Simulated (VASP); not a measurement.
Wanted: the native input for a VASP 6.6.1 run.

| Property | Result |
| --- | --- |
| Task | single point |
| Functional | PBEsol |
| Potentials or basis | VASP PAW PBE potentials, release 64 (Ag, Cl) |
| Cutoff | 520 eV |
| k mesh | 10 × 10 × 10 |
| Occupations | gaussian, width 0.05 eV |
| Spin | no spin polarisation |
| Dipole correction | no |
| Further INCAR settings | ALGO = Fast; EDIFF = 1e-06; NBANDS = 16 |

The structure of AgCl lies in POSCAR:

```
AgCl
1.0
    3.4339730000      0.0000000000      0.0000000000
    0.0000000000      3.4339730000      0.0000000000
    0.0000000000      0.0000000000      3.8202949625
Ag Cl
1 1
Direct
    0.0000000000      0.0000000000      0.0000000000
    0.5000000000      0.5000000000      0.5000000000
```

Measurements of this composition are mostly on another form, of space group No. 225.

The cell isn't the ideal one: strain +0.1125 x Voigt [0, 0, 1, 0, 0, 0], atoms carried along.

The input as run:

INCAR

```
SYSTEM = AgCl
PREC = Accurate
ENCUT = 520
EDIFF = 1E-6
ISMEAR = 0
SIGMA = 0.05
LREAL = .False.
LASPH = .True.
NELM = 100
ALGO = Fast
ISIF = 2
LWAVE = .False.
LCHARG = .False.
GGA = PS
NBANDS = 16
```

KPOINTS

```
Automatic mesh
0
Gamma
  10 10 10
  0 0 0
```

Potentials or basis: VASP PAW PBE potentials, release 64 (Ag, Cl).

Command:

```console
$ cat potpaw_PBE.64/Ag/POTCAR potpaw_PBE.64/Cl/POTCAR > POTCAR
$ mpirun -np 1 vasp_std > vasp.out
```

It gave:

- Pressure: -7.5 GPa
- Band gap on the k mesh: 0.26 eV, indirect (least direct gap 1.23 eV)

Caveat: the PAW data sets were made with another functional, which shifts forces and pressure a little.

Run time: 60 s on 1 thread of AMD EPYC 7R13 Processor (Zen 3), with other jobs on the host, peak memory 0.19 GiB.
